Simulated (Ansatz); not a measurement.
Crystal: Pd.

```
Pd
1.0
     0.00000    1.94650    1.94650
     1.94650    0.00000    1.94650
     1.94650    1.94650    0.00000
Pd
1
Direct
  0.00000 0.00000 0.00000
```

- Program: Ansatz 0.2.0
- Task: relaxation of cell and atoms
- Functional: PBEsol
- Dispersion: D3(BJ)
- Potentials or basis: all-electron LAPW, scalar-relativistic
- Basis error allowed: 0.001 eV/atom
- k mesh: 12 × 12 × 12
- Occupations: fermi-dirac, width 0.05 eV
- Spin: no spin polarisation

At the start: volume 14.75 Å³/atom.

Task: How do energy, volume and symmetry change on relaxing?

Result: Over 6 steps the energy falls by 22.6 meV/atom and the volume is 14.05 Å³/atom (-4.7 %); space group Fm-3m (No. 225, to 0.05 Å).

The path:
| step | energy change (eV) | largest force (eV/Å) | volume (Å³) |
| --- | --- | --- | --- |
| 1 | 0.0000 | 0.0000 | 14.75 |
| 2 | -0.0054 | 0.0000 | 13.50 |
| 3 | -0.0224 | 0.0000 | 14.11 |
| 4 | -0.0226 | 0.0000 | 14.06 |
| 5 | -0.0226 | 0.0000 | 14.05 |
| 6 | -0.0226 | 0.0000 | 14.05 |

Final structure:
```xyz
1
Lattice="0.0000 1.9153 1.9153 1.9153 0.0000 1.9153 1.9153 1.9153 0.0000" Properties=species:S:1:pos:R:3 pbc="T T T"
Pd    0.0000    0.0000    0.0000
```
